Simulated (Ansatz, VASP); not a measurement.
## Cd: VASP beside Ansatz

```xyz
1
Lattice="3.0909 0.0000 0.0000 0.0000 3.0909 0.0000 0.0000 0.0000 3.0909" Properties=species:S:1:pos:R:3 pbc="T T T"
Cd    0.0000    0.0000    0.0000
```

Alike in both runs: task single point; functional BLYP; k mesh 11 × 11 × 11; occupations fermi-dirac, width 0.1 eV; no spin polarisation.

```csv
,VASP,Ansatz
version,VASP 6.6.1,Ansatz 0.2.0
potentials or method,"VASP PAW PBE potentials, release 64 (Cd)","plane waves (420 eV) with PAW, scalar-relativistic"
plane-wave cutoff (eV),520,420
valence electrons in the cell,12,20
```

```csv
,VASP,Ansatz,Ansatz less VASP
pressure (GPa),0.9,0.7,-0.16
```

The two sets of potentials don't hold the same shells in valence.

Caveats: the PAW data sets were made with another functional, which shifts forces and pressure a little (VASP).
